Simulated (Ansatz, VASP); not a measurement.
One calculation of SrO, two programs

```xyz
2
Lattice="0.0000 2.5974 2.3896 2.5974 0.0000 2.3896 2.5974 2.5974 0.0000" Properties=species:S:1:pos:R:3 pbc="T T T"
Sr    0.0000    0.0000    0.0000
O     2.5974    2.5974    2.3896
```

Change from the starting cell: strain +0.000 along x and y, -0.080 along z, atoms carried along.

Alike in both runs: task single point; functional PBE; k mesh 8 × 8 × 8; occupations gaussian, width 0.05 eV; no spin polarisation.

|  | VASP | Ansatz |
| --- | --- | --- |
| version | VASP 6.6.1 | Ansatz 0.2.0 |
| potentials or method | VASP PAW PBE potentials, release 64 (Sr_sv, O) | scalar-relativistic, plane waves, PAW |
| plane-wave cutoff (eV) | 520 | 420 |
| valence electrons in the cell | 16 | 16 |

Ansatz gave:

```
gap on the k mesh at the Fermi level (eV)       : 2.77
least direct gap on the mesh (eV)               : 2.93
pressure (GPa)                                  : 10.3
largest component of the traceless stress (GPa) : 11.59
```

Question: Which values does VASP return?

Answer: gap on the k mesh at the Fermi level (eV): 2.72; least direct gap on the mesh (eV): 2.90; pressure (GPa): 11.1; largest component of the traceless stress (GPa): 12.22.

A k mesh can miss the band edges.
